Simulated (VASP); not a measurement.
Wanted: the native input for a VASP 6.6.1 run.

* Task: single point
* Functional: PBE
* Potentials or basis: VASP PAW PBE potentials, release 64 (Ga_d, P)
* Cutoff: 520 eV
* k mesh: 8 × 8 × 8
* Occupations: gaussian, width 0.02 eV
* Spin: no spin polarisation
* Dipole correction: no
* Further INCAR settings: ALGO = Normal; EDIFF = 1e-07; NBANDS = 16

The structure of GaP lies in POSCAR:

```
GaP
1.0
    0.0000000000      2.8065218197      2.8065218197
    2.8065218197      0.0000000000      2.8065218197
    2.8065218197      2.8065218197      0.0000000000
Ga P
1 1
Direct
    0.0000000000      0.0000000000      0.0000000000
    0.2500000000      0.2500000000      0.2500000000
```

One way to write it, as run:

INCAR

```
SYSTEM = GaP
PREC = Accurate
ENCUT = 520
EDIFF = 1E-7
ISMEAR = 0
SIGMA = 0.02
LREAL = .False.
LASPH = .True.
NELM = 80
ALGO = Normal
ISIF = 2
LWAVE = .False.
LCHARG = .False.
GGA = PE
NBANDS = 16
```

KPOINTS

```
Automatic mesh
0
Gamma
  8 8 8
  0 0 0
```

Potentials or basis: VASP PAW PBE potentials, release 64 (Ga_d, P).

Launch:

```sh
$ cat potpaw_PBE.64/Ga_d/POTCAR potpaw_PBE.64/P/POTCAR > POTCAR
$ mpirun -np 1 vasp_std > vasp.out
```

It gave:

```yaml
Pressure: -3.9 GPa
Band_gap_on_the_k_mesh: 1.11 eV, direct
```

It took 15 s on 1 thread of Intel(R) Xeon(R) Platinum 8488C (Sapphire Rapids), with other jobs on the host, peak memory 0.17 GiB.
